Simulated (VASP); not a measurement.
Here is a VASP 6.6.1 calculation.

INCAR

```
PREC     = Accurate       # precision mode
ENCUT    = 520            # plane-wave cutoff, eV
EDIFF    = 1E-7           # SCF threshold, eV
ISMEAR   = 0              # smearing method
SIGMA    = 0.1            # smearing width, eV
LREAL    = False          # projectors in reciprocal space
LASPH    = True           # aspherical terms in the spheres
NELM     = 60             # most SCF steps
ALGO     = Normal         # electronic algorithm
ISIF     = 3              # what is computed and relaxed
LWAVE    = False          # write WAVECAR
LCHARG   = False          # write CHGCAR
GGA      = PE             # functional
IBRION   = 2              # ionic algorithm
NSW      = 80             # ionic steps
EDIFFG   = -0.002         # ionic threshold
```

Contents of KPOINTS:

```
Automatic mesh
0
Gamma
  6 6 6
```

POSCAR

```
Al
1.0
    0.0000000000      2.0248050000      2.0248050000
    2.0248050000      0.0000000000      2.0248050000
    2.0248050000      2.0248050000      0.0000000000
Al
1
Direct
    0.0000000000      0.0000000000      0.0000000000
```

Potentials or basis: VASP PAW PBE potentials, release 64 (Al).

The run is started by

```bash
$ cat potpaw_PBE.64/Al/POTCAR > POTCAR
$ mpirun -np 1 vasp_std > vasp.out
```

Task: What does it give for the relaxed volume?

Result: 16.59 Å³/atom.

Task: Predict the relaxed cell.

Result: a = 2.863 Å, b = 2.863 Å, c = 2.863 Å, α = 60.00°, β = 60.00°, γ = 60.00°.

Task: Predict the space group after relaxing (to 0.05 Å).

Result: Fm-3m (No. 225).

Task: Estimate the band gap on the k mesh.

Result: None (metal or under the smearing width).

Final structure:
```cif
data_structure
_symmetry_space_group_name_H-M 'P 1'
_symmetry_Int_Tables_number 1
_cell_length_a 2.8630
_cell_length_b 2.8630
_cell_length_c 2.8630
_cell_angle_alpha 60.000
_cell_angle_beta 60.000
_cell_angle_gamma 60.000
_cell_volume 16.59
loop_
_atom_site_label
_atom_site_type_symbol
_atom_site_fract_x
_atom_site_fract_y
_atom_site_fract_z
_atom_site_occupancy
Al1 Al 0.00000 0.00000 0.00000 1
```

Caveat: the k mesh is coarse (spacing up to 0.45 Å⁻¹), so the values aren't converged.
